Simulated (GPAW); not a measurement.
Wanted: an ASE script for a GPAW 26.7.0 run.

| Quantity | Value |
| --- | --- |
| Task | single point |
| Functional | PBEsol |
| Potentials or basis | PAW data sets generated in the run's folder for this functional |
| Cutoff | 800 eV |
| Basis | pw |
| k mesh | 8 × 8 × 7 |
| Occupations | gaussian, width 0.05 eV |
| Spin | collinear spin, ferromagnetic start |
| Starting moments | [0.6, 0.0] μB |
| Hubbard terms | Cu d U = 8 eV |
| Maxiter | 150 |

The structure of CuO lies in POSCAR:

```
CuO
1.0
    2.8363251093      0.0000000000      0.0000000000
   -1.4181625547      2.4563295981      0.0000000000
    0.0000000000      0.0000000000      2.7681127800
Cu O
1 1
Direct
    0.0000000000      0.0000000000      0.0000000000
    0.6666666667      0.3333333333      0.5000000000
```

Measurements of this composition are mostly on another form, of space group No. 15.

These files were run (other wordings do the same):

run.py

```python
from ase.dft.bandgap import bandgap
from ase.io import read, write
from ase.units import GPa
from gpaw import GPAW, PW, setup_paths

setup_paths.insert(0, '.')

atoms = read('POSCAR')
atoms.set_initial_magnetic_moments([0.6, 0.0])

calc = GPAW(mode=PW(800),
            xc='PBEsol',
            kpts={'size': (8, 8, 7), 'gamma': True},
            occupations={'name': 'methfessel-paxton', 'order': 0, 'width': 0.05},
            setups={'Cu': ':d,8.0'},
            nbands=19,
            convergence={'density': 1e-05, 'energy': 1e-05},
            maxiter=150,
            txt='gpaw.txt')
atoms.calc = calc
energy = atoms.get_potential_energy()
forces = atoms.get_forces()
stress = atoms.get_stress()
calc.write('gs.gpw')
write('result.traj', atoms)
print(f'Energy: {energy:.6f} eV')
print('Forces (eV/A):')
print(forces.round(4))
print('Stress (GPa):', (stress / GPa).round(3))
print('Moments:', calc.get_magnetic_moments().round(3))
print('Fermi level:', round(calc.get_fermi_level(), 4), 'eV')
print(f'Gap: {bandgap(calc)[0]:.4f} eV, direct: {bandgap(calc, direct=True)[0]:.4f} eV')
```

Potentials or basis: PAW data sets generated in the run's folder for this functional, pw.

Run with:

```console
$ gpaw-setup -f PBEsol Cu O
$ OMP_NUM_THREADS=1 python run.py
```

Results of the run:

```yaml
Pressure: -7.5 GPa
Band_gap_on_the_k_mesh: none (metal or under the smearing width)
Net_moment: 1.00 μB per cell
Site_moments: Cu +0.46; O +0.38 μB
```

Caveat: with this Cu data set, volumes or pressures lay over 1.5 % or 2 GPa off other programs in two to four cells of ten; a cell with one magnetic atom can't hold antiferromagnetic order, which such compounds often take.

Run time: 34 s on 1 thread of Intel(R) Xeon(R) Platinum 8488C (Sapphire Rapids), with other jobs on the host, peak memory 0.18 GiB.
